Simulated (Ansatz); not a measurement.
# Response to strain in CaF2

Base system: CaF$_{2}$ in the fluorite structure (space group Fm-3m, No. 225; a = 5.439 Å). Axes: x, y, z lie along the cube axes.

Strains are applied to the cell and any free atomic positions relax; under biaxial strain the out-of-plane vector relaxes too; under stress the whole cell relaxes.

Levels (all Ansatz, an electronic-structure program, PAW): r2SCAN (500 eV, spin-orbit coupling left out); HSE06 (420 eV, no spin-orbit coupling).

Band gaps by level, all at the geometries relaxed with r2SCAN:

```json
[
 {"case": "base", "r2SCAN": "8.03 eV", "HSE06": "9.45 eV"},
 {"case": "biaxial strain −0.23 %, plane normal [001], relaxed out of plane", "r2SCAN": "8.04 eV", "HSE06": "9.46 eV"},
 {"case": "isotropic strain −5.15 %", "r2SCAN": "9.04 eV", "HSE06": "?"},
 {"case": "strain tensor (xx, yy, zz, yz, xz, xy) = (+0.17, +1.23, +0.06, +0.59, +1.05, +0.80) %", "r2SCAN": "7.92 eV", "HSE06": "9.33 eV"},
 {"case": "uniaxial stress, 2 GPa tension along z", "r2SCAN": "7.95 eV", "HSE06": "?"},
 {"case": "tensor shear ε_xz = −0.37 %", "r2SCAN": "8.03 eV", "HSE06": "9.45 eV"}
]
```

Question: Complete the table.

Answer: 
- isotropic strain −5.15 %, HSE06: 10.53 eV
- uniaxial stress, 2 GPa tension along z, HSE06: 9.36 eV

Single points use the geometry relaxed with r2SCAN. HSE06 was sampled on its mesh, a few special points and the semilocal edge points, so its gap is an upper bound. Beyond what the load breaks, stability against distortions was not tested.
